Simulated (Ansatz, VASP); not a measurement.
**AlRu: VASP beside Ansatz**

The input INCAR:

```
PREC = Accurate ; ENCUT = 520
EDIFF = 1E-6 ; ISMEAR = -1
SIGMA = 0.05 ; LREAL = F
LASPH = T ; NELM = 100
ALGO = Normal ; ISIF = 2
LWAVE = F ; LCHARG = F
GGA = PS ; NBANDS = 16
```

KPOINTS

```
regular mesh
0
Gamma
  12 12 12
```

The input POSCAR:

```
AlRu
1.0
    3.0502737196      0.0000000000      0.0000000000
    0.0000000000      3.0502737196      0.0000000000
    0.0000000000      0.0000000000      3.0502737196
Al Ru
1 1
Direct
    0.0000000000      0.0000000000      0.0000000000
    0.5000000000      0.5000000000      0.5000000000
```

Input for Ansatz:

```yaml
crystal:
  lattice:
    - [3.0502737196, 0.0, 0.0]
    - [0.0, 3.0502737196, 0.0]
    - [0.0, 0.0, 3.0502737196]
  atoms:
    - { symbol: Al, position: [0.0, 0.0, 0.0] }
    - { symbol: Ru, position: [0.5, 0.5, 0.5] }
kpoints:
  mp_grid: { grid: [12, 12, 12] }
  band_path:
    path:
      - [0.0, 0.0, 0.0]
      - [0.0, 0.5, 0.0]
      - [0.5, 0.5, 0.0]
      - [0.0, 0.0, 0.0]
      - [0.5, 0.5, 0.5]
      - [0.0, 0.5, 0.0]
      - [0.5, 0.5, 0.5]
      - [0.5, 0.5, 0.0]
    npoints: 5
scf:
  occupations: { method: fermi_dirac, width: 0.05 }
hamiltonian:
  xc: pbesol
  pseudopotentials: { kind: all_electron, lapw: { basis_error: 0.001 } }
output:
  forces: true
  stress: true
  eigenvalues: true
```

Change from the starting cell: volume scaled by 1.06.

Alike in both runs: task single point; functional PBEsol; k mesh 12 × 12 × 12; occupations fermi-dirac, width 0.05 eV; no spin polarisation.

```csv
,VASP,Ansatz
version,VASP 6.6.1,Ansatz 0.2.0
potentials or method,"VASP PAW PBE potentials, release 64 (Al, Ru_pv)","all-electron LAPW, scalar-relativistic"
plane-wave cutoff (eV),520,see its input
```

```csv
,VASP,Ansatz,Ansatz less VASP
pressure (GPa),-13.8,-13.9,-0.04
```

Ansatz ran all-electron here, so the differences hold the error of VASP's frozen core and of both bases.

Caveats: the PAW data sets were made with another functional, which shifts forces and pressure a little (VASP).
